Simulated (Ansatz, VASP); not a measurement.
# Cross-check of GaSe (linear Ga-Se chain) between VASP and Ansatz

Aim: how closely do two programs agree when they are given the same cell, functional and k mesh? The structure shown is the end of the Ansatz relaxation below.

Calculated with Ansatz 0.2.0; plane waves, with VASP 6.6.1 beside it; single point at PBE.

## 1. Set-up

The cell holds 2 atoms: 1 Ga and 1 Se. Its edges and angles: a = 7.500 Å, b = 7.500 Å, c = 4.768 Å, α = 90.0°, β = 90.0°, γ = 90.0°. Vacuum lies along a and b. The structure's axis is c.

## 2. Ansatz: relaxation, PBE

Ansatz runs on its default PAW (the set named soft_2) files.

This run makes the geometry at which the two programs are then compared.

input.yaml reads:

```yaml
crystal:
  lattice:
    - [7.5, 0.0, 0.0]
    - [0.0, 7.5, 0.0]
    - [0.0, 0.0, 4.6948]
  atoms:
    - { symbol: Ga, position: [0.5, 0.5, 0.0], spin: 0.5 }
    - { symbol: Se, position: [0.5, 0.5, 0.5] }
magnetization:
  spin_polarized: true
kpoints:
  mp_grid: { grid: [1, 1, 18] }
scf:
  occupations: { method: fermi_dirac, width: 0.05 }
hamiltonian:
  xc: pbe
relax:
  cell: { fix: [a, b, alpha, beta, gamma] }
  max_steps: 60
```

Run with:

```console
ansatz run input.yaml --threads 4 --pin off --max-ram 8192MiB --backend cpu --events-out ev --progress --plain --runs-dir out
```

Numbers of over 12 decimals in the logs are rounded to 6 here.

What it wrote:

```text
Engine: ansatz 0.2.0, x86_64-unknown-linux-gnu
Pseudopotentials: kind: paw
Pseudopotential: Ga, paw, valence charge 13, recommended cutoff 420 eV (normal), Ga.paw.azcp
Pseudopotential: Se, paw, valence charge 16, recommended cutoff 420 eV (normal), Se.paw.azcp
Functional definition: PBE
  parameter kappa = 0.804
  parameter beta = 0.066725
  exchange = pbe_x(kappa = kappa, mu = beta*pi^2/3)
  correlation = pbe_c(beta = beta)
Crystal: 2 atoms, lattice volume = 264.082 Å³
Basis set: ecut = 420 eV, 5191 PW (Γ), exchange–correlation on 108×108×64 points (8 copies of the dense FFT grid, shifted against one another)
Bands: 19, of which v1, the nominal top of the filled ones, is band 15 counted from 1 (14 counted from 0)
Symmetry: 16 space group operations
Space group: P4/mmm (ITA 123), of the structure as read, at distance tolerance 6.4e-5 Å
Magnetic group: BNS 123.339 (UNI 999), of the structure as read, at distance tolerance 6.4e-5 Å
k-points: 10 of 18
Non-local potential: Ga, projectors of the file, l = 0: 2, l = 1: 2, l = 2: 3, l = 3: 1
Non-local potential: Se, projectors of the file, l = 0: 2, l = 1: 2, l = 2: 3, l = 3: 1
PAW form: soft (Blöchl's): semilocal exchange-correlation on the pseudo side does not see the compensation charge
PAW one-centre angular grid: Ga, 590 points (default); XC on 64 Gauss nodes
PAW one-centre angular grid: Se, 590 points (default); XC on 64 Gauss nodes
Initial density: superposition of atomic densities (neutral atoms: chi_scale 0, normalization atom)
Starting moments: Σ|m| = 0.5 μB on 1 of 2 sites
Initial wavefunctions: pseudopotential atomic-orbital guess
Functional: x = pbe(κ = 0.804, μ = 0.219515), c = pbe(β = 0.066725)
SCF iter   1: F=—  HF=-9252.219865 eV  |F-HF|=—  |Δ(HF+E_count)|=         —  Δρ=1.68e-2 (↑1.68e-2 ↓1.60e-2)  dr2=1.78e0  dr2_m=5.01e-1  M=0.000 μB ∫|m|=0.025 μB  β_m=0.30  ethr=3.10e-3  ⟨swp⟩=6.2  Hψ=1903  notcnv=0
preconditioner: auto → Resta (q_TF=auto, 1.888 Å⁻¹)  ε∞=1.5  [insulator: Δε(μ)=0.714 eV  Ē_g=13.806 eV  σ=0.050 eV  W_gap=1.00  n_scr=38 (ndim 8)  ℏωp=10.0 eV  f_vac=0.682  D(μ)=0.00/eV (n_scr^D=0)  ε∞_Penn≈1.5  vacuum switching on, ρ_ref=1.4e-2 e/Å³]
spin=Collinear: Resta preconditioning applied to the charge; magnetization (m = ρ↑ − ρ↓) channel mixes plain (no charge-response kernel on spin).
SCF iter   2: F=—  HF=-9251.757132 eV  |F-HF|=—  |Δ(HF+E_count)|=   4.63e-1  Δρ=1.11e-2 (↑1.04e-2 ↓1.11e-2)  dr2=3.15e-1  dr2_m=2.50e-1  M=0.000 μB ∫|m|=0.022 μB  β_m=0.30  ethr=3.10e-3  ⟨swp⟩=2.8  Hψ=726  notcnv=0  defer=6
SCF iter   3: F=—  HF=-9251.682083 eV  |F-HF|=—  |Δ(HF+E_count)|=   7.50e-2  Δρ=7.56e-3 (↑7.14e-3 ↓7.56e-3)  dr2=2.61e-2  dr2_m=1.24e-1  M=0.000 μB ∫|m|=0.019 μB  β_m=0.30  ethr=1.09e-3  ⟨swp⟩=2.7  Hψ=570  notcnv=0  defer=6
SCF iter   4: F=—  HF=-9251.684446 eV  |F-HF|=—  |Δ(HF+E_count)|=   2.36e-3  Δρ=5.15e-3 (↑5.15e-3 ↓4.97e-3)  dr2=2.09e-3  dr2_m=6.17e-2  M=0.000 μB ∫|m|=0.014 μB  β_m=0.30  ethr=8.99e-5  ⟨swp⟩=2.0  Hψ=882  notcnv=0  defer=6
SCF iter   5: F=—  HF=-9251.686847 eV  |F-HF|=—  |Δ(HF+E_count)|=   2.40e-3  Δρ=3.57e-3 (↑3.56e-3 ↓3.57e-3)  dr2=2.82e-4  dr2_m=3.07e-2  M=0.000 μB ∫|m|=0.011 μB  β_m=0.30  ethr=7.19e-6  ⟨swp⟩=2.5  Hψ=687  notcnv=0  defer=6
SCF iter   6: F=—  HF=-9251.688048 eV  |F-HF|=—  |Δ(HF+E_count)|=   1.20e-3  Δρ=2.54e-3 (↑2.49e-3 ↓2.54e-3)  dr2=2.14e-5  dr2_m=1.53e-2  M=0.000 μB ∫|m|=0.008 μB  β_m=0.30  ethr=9.72e-7  ⟨swp⟩=2.0  Hψ=650  notcnv=0  defer=6
SCF iter   7: F=—  HF=-9251.688737 eV  |F-HF|=—  |Δ(HF+E_count)|=   6.89e-4  Δρ=1.77e-3 (↑1.77e-3 ↓1.77e-3)  dr2=1.84e-6  dr2_m=7.60e-3  M=0.000 μB ∫|m|=0.006 μB  β_m=0.30  ethr=7.39e-8  ⟨swp⟩=2.0  Hψ=694  notcnv=0  defer=6
Mixer restart at iter 7: flushing history
spin-set hold released at iteration 7 (site moments contracting): the magnetisation degrees of freedom join the quasi-Newton model from the next iteration; the mixer history was flushed
SCF iter   8: F=—  HF=-9251.689100 eV  |F-HF|=—  |Δ(HF+E_count)|=   3.63e-4  Δρ=1.25e-3 (↑1.25e-3 ↓1.25e-3)  dr2=7.96e-7  dr2_m=3.78e-3  M=0.000 μB ∫|m|=0.005 μB  β_m=0.65  ethr=6.36e-9  ⟨swp⟩=2.0  Hψ=667  notcnv=0  defer=6
SCF iter   9: F=—  HF=-9251.689478 eV  |F-HF|=—  |Δ(HF+E_count)|=   3.78e-4  Δρ=2.30e-5 (↑7.19e-6 ↓2.30e-5)  dr2=2.78e-6  dr2_m=4.11e-7  M=0.000 μB ∫|m|=0.001 μB  β_m=0.64  ethr=2.75e-9  ⟨swp⟩=3.0  Hψ=807  notcnv=0  defer=6
[...]
Crystal: 2 atoms, lattice volume = 268.200 Å³
[...]
preconditioner: auto → Resta (q_TF=auto, 1.883 Å⁻¹)  ε∞=1.5  [insulator: Δε(μ)=0.845 eV  Ē_g=13.834 eV  σ=0.050 eV  W_gap=1.00  n_scr=38 (ndim 8)  ℏωp=9.9 eV  f_vac=0.705  D(μ)=0.00/eV (n_scr^D=0)  ε∞_Penn≈1.5  vacuum switching on, ρ_ref=1.4e-2 e/Å³]
spin=Collinear: Resta preconditioning applied to the charge; magnetization (m = ρ↑ − ρ↓) channel mixes plain (no charge-response kernel on spin).
[...]
the starting moments were not kept: the SCF closed with an absolute magnetisation of 3.5e-6 μB, where they sum to 0.5 μB in size (1 site). That is at most 0.1 of that sum. Measured as dr2_m measures the in/out step, that magnetisation stands 1.4e-12 eV from none, at or under the dr2_threshold of 2.0e-7 eV: it is no larger than a step whose dr2_m would equal this threshold.
SCF 3 converged in 6 iterations: F = -9251.703952 eV  dr2 = 1.38e-10
relax step   3: F+E_penalty+E_count = -9251.70395161 eV  Δ(F+E_penalty+E_count) = -1.088e-3 eV  max|allowed force component| = 4.102e-29 eV/Å  Δτ_max = 0.0000 Å  P = +0.072 GPa  Ω = 268.200 Å³  energy of the carried Pulay correction = -1.015e-4 eV  fix = [a, b, alpha, beta, gamma]  reactions: a +0.096, b +0.096 GPa  (6 SCF iters, dr2 threshold 2.00e-7 eV, accepted)
Initial wavefunctions: pseudopotential atomic-orbital guess (no wavefunctions were taken with the density)
[...]
preconditioner: auto → Resta (q_TF=auto, 1.883 Å⁻¹)  ε∞=1.5  [insulator: Δε(μ)=0.846 eV  Ē_g=13.844 eV  σ=0.050 eV  W_gap=1.00  n_scr=38 (ndim 8)  ℏωp=9.9 eV  f_vac=0.705  D(μ)=0.00/eV (n_scr^D=0)  ε∞_Penn≈1.5  vacuum switching on, ρ_ref=1.4e-2 e/Å³]
spin=Collinear: Resta preconditioning applied to the charge; magnetization (m = ρ↑ − ρ↓) channel mixes plain (no charge-response kernel on spin).
[...]
SCF iter   3: F=—  HF=-9251.704024 eV  |F-HF|=—  |Δ(HF+E_count)|=   3.48e-3  Δρ=6.93e-6 (↑6.93e-6 ↓6.93e-6)  dr2=2.37e-7  dr2_m=8.36e-13  M=-0.000 μB ∫|m|=0.000 μB  β_m=0.50  ethr=2.46e-9  ⟨swp⟩=2.6  Hψ=592  notcnv=0
SCF iter   4: F=—  HF=-9251.704093 eV  |F-HF|=—  |Δ(HF+E_count)|=   6.94e-5  Δρ=1.71e-6 (↑1.71e-6 ↓1.70e-6)  dr2=4.84e-8  dr2_m=2.46e-13  M=-0.000 μB ∫|m|=0.000 μB  β_m=0.57  ethr=8.18e-10  ⟨swp⟩=2.0  Hψ=452  notcnv=0
SCF iter   5: F=—  HF=-9251.704096 eV  |F-HF|=—  |Δ(HF+E_count)|=   2.57e-6  Δρ=6.86e-7 (↑6.86e-7 ↓6.83e-7)  dr2=1.33e-8  dr2_m=9.93e-14  M=-0.000 μB ∫|m|=0.000 μB  β_m=0.74  ethr=1.67e-10  ⟨swp⟩=2.0  Hψ=462  notcnv=0
SCF iter   6: F=—  HF=-9251.704097 eV  |F-HF|=—  |Δ(HF+E_count)|=   1.24e-6  Δρ=2.03e-7 (↑2.03e-7 ↓2.02e-7)  dr2=1.63e-9  dr2_m=1.22e-14  M=-0.000 μB ∫|m|=0.000 μB  β_m=0.69  ethr=4.59e-11  ⟨swp⟩=2.0  Hψ=472  notcnv=0
SCF iter   7: F=—  HF=-9251.704048 eV  |F-HF|=—  |Δ(HF+E_count)|=   4.84e-5  Δρ=3.65e-7 (↑3.64e-7 ↓3.65e-7)  dr2=4.29e-9  dr2_m=2.16e-15  M=-0.000 μB ∫|m|=0.000 μB  β_m=0.69  ethr=5.61e-12  ⟨swp⟩=3.6  Hψ=738  notcnv=0
SCF iter   8: F=—  HF=-9251.704048 eV  |F-HF|=—  |Δ(HF+E_count)|=   2.56e-9  Δρ=2.81e-7 (↑2.80e-7 ↓2.81e-7)  dr2=2.54e-9  dr2_m=3.32e-15  M=-0.000 μB ∫|m|=0.000 μB  β_m=0.78  ethr=5.61e-12  ⟨swp⟩=1.4  Hψ=396  notcnv=0
SCF iter   9: F=—  HF=-9251.704048 eV  |F-HF|=—  |Δ(HF+E_count)|=   4.85e-9  Δρ=4.40e-8 (↑4.40e-8 ↓4.39e-8)  dr2=5.55e-11  dr2_m=6.64e-15  M=-0.000 μB ∫|m|=0.000 μB  β_m=0.69  ethr=5.61e-12  ⟨swp⟩=2.0  Hψ=470  notcnv=0
SCF iter  10: F=—  HF=-9251.704048 eV  |F-HF|=—  |Δ(HF+E_count)|=  4.20e-10  Δρ=5.37e-8 (↑5.37e-8 ↓5.36e-8)  dr2=1.15e-10  dr2_m=1.07e-15  M=-0.000 μB ∫|m|=0.000 μB  β_m=0.69  ethr=1.00e-12  ⟨swp⟩=5.0  Hψ=1510  notcnv=0
SCF iter  11: F=—  HF=-9251.704048 eV  |F-HF|=—  |Δ(HF+E_count)|=  4.55e-10  Δρ=2.42e-8 (↑2.42e-8 ↓2.42e-8)  dr2=2.17e-11  dr2_m=2.36e-16  M=-0.000 μB ∫|m|=0.000 μB  β_m=0.67  ethr=1.00e-12  ⟨swp⟩=1.2  Hψ=384  notcnv=0
SCF iter  12: F=-9251.704048 eV  HF=-9251.704048 eV  |F-HF|=2.91e-11  |Δ(HF+E_count)|=  3.64e-12  Δρ=9.76e-9 (↑9.73e-9 ↓9.76e-9)  dr2=3.31e-12  dr2_m=2.21e-17  M=-0.000 μB ∫|m|=0.000 μB  ethr=1.00e-12  ⟨swp⟩=5.0  Hψ=1360  notcnv=0
the starting moments were not kept: the SCF closed with an absolute magnetisation of 2.1e-9 μB, where they sum to 0.5 μB in size (1 site). That is at most 0.1 of that sum. Measured as dr2_m measures the in/out step, that magnetisation stands 4.1e-19 eV from none, at or under the dr2_threshold of 2.0e-11 eV: it is no larger than a step whose dr2_m would equal this threshold.
SCF 4 converged in 12 iterations: F = -9251.704048 eV  dr2 = 3.31e-12
relax step   4: F+E_penalty+E_count = -9251.70404843 eV  Δ(F+E_penalty+E_count) = -9.683e-5 eV  max|allowed force component| = 2.840e-29 eV/Å  Δτ_max = 0.0000 Å  P = +0.072 GPa  Ω = 268.200 Å³  fix = [a, b, alpha, beta, gamma]  reactions: a +0.096, b +0.096 GPa  stress off target by 2.28e-2 GPa on what of the cell is left free  SCF on the basis re-selected at this cell (its energy is not comparable with the rows above)  (12 SCF iters)
basis re-selected at this cell: Δ(F+E_penalty+E_count) = -9.683e-5 eV, ΔP = -0.000 GPa vs the last step (what re-selecting the basis moved, of the pressure what is left beyond the Pulay correction that the steps carried, after the strain that the cell walked since its last selection, with what the two solves' SCF thresholds leave and, on support functions, any second-order correction that the steps lacked; it is no m [...]
SCF converged after 12 iterations
Magnetization: -0.0000 μB (14.5000 up, 14.5000 down)
Absolute magnetization: 0.0000 μB (∫|ρ↑−ρ↓|, with the PAW one-centre terms)
Spin contamination: 0.0000 ħ² per cell (⟨S²⟩ above its minimum at these occupations)
Per-site moments (μB) at R_I (Å): [(-2.369791530347502e-10, 0.983399), (3.2458162334275784e-10, 0.983399)]
Free energy (F): -9251.704048 eV
Harris-Foulkes:  -9251.704048 eV  (|F-HF|=2.91e-11)
Internal energy: -9251.704004 eV  (E = F + TS)
E sigma→0 (E₀):  -9251.704026 eV
Entropy (-TS):   -0.000045 eV (-0.022 meV/atom)
Fermi energy:    -2.768712 eV
--- Per-component energies (eV) ---
  E_band       = -741.736732
  E_kinetic    = 230.450137
  E_local      = -8559.837818  (includes V_loc(G=0)·N_el)
  E_nonlocal   = -173.884133
  E_hartree    = 4049.968330
  E_xc         = -171.831402
  E_vxc        = -153.564404  (∫ρ·V_xc dr)
  E_paw        = -3895.703449  (= ΣΔE_a)
  E_vpaw       = -184.836305  (= ΣTr[D̂ρ^β])
  E_aug_tail   = -0.000710  (compensation charges beyond the density's cutoff)
  E_ewald      = -730.864959
  E_smearing   = -0.000045  (= −TS)
  E_closure    = 0.000000  (closes the sum)
  Σ components = -9251.704048   (vs F -9251.704048, Δ=0.00e0)
--- Forces (eV/Å), atoms counted from 1 ---
  atom   1  Ga     0.00000000     0.00000000     0.00000000
  atom   2  Se     0.00000000    -0.00000000     0.00000000
  max |Σ_I F_I| component: 1.45e-28 eV/Å
--- Stress (GPa, compression-positive) ---
        0.096353       0.000000       0.000000
        0.000000       0.096353       0.000000
        0.000000       0.000000       0.022802
  P = ⅓ Tr σ = 0.0718 GPa (0.718 kbar)
--- Relaxed structure (3 steps of the walk, 3 accepted, 1 SCFs on fresh bases) ---
  F+E_penalty+E_count = -9251.70404843 eV   max|allowed force component| = 2.840e-29 eV/Å   (the final SCF, on the basis selected at the relaxed cell)
  cell:  # Å, volume = 268.1999 Å³
    - [7.5, 0.0, 0.0]
    - [0.0, 7.5, 0.0]
    - [0.0, 0.0, 4.767998]
  atoms:
    - { symbol: Ga, position: [0.5, 0.5, 0.0] }
    - { symbol: Se, position: [0.5, 0.5, 0.5] }
```

In the SCF lines HF is the Harris–Foulkes energy and dr2 the Hartree energy of the density residual, in eV; the loop may stop once dr2 is under the threshold and the program's other checks hold. Hψ counts applications of the Hamiltonian.

(Continued in part 2 of 2.)

[Lines on the potential files, build, host, timing and source positions are cut from VASP's logs without a mark.]

[Logs are printed without paths, hosts, clocks, repeated set-up lines and the standing remarks that a program may print on its own settings, such as how far it seeks lower states.]

[Hosts, paths, dates, database ids (printed as entryN), source tags and the programs' standing remarks are cut or masked in the printed files.]
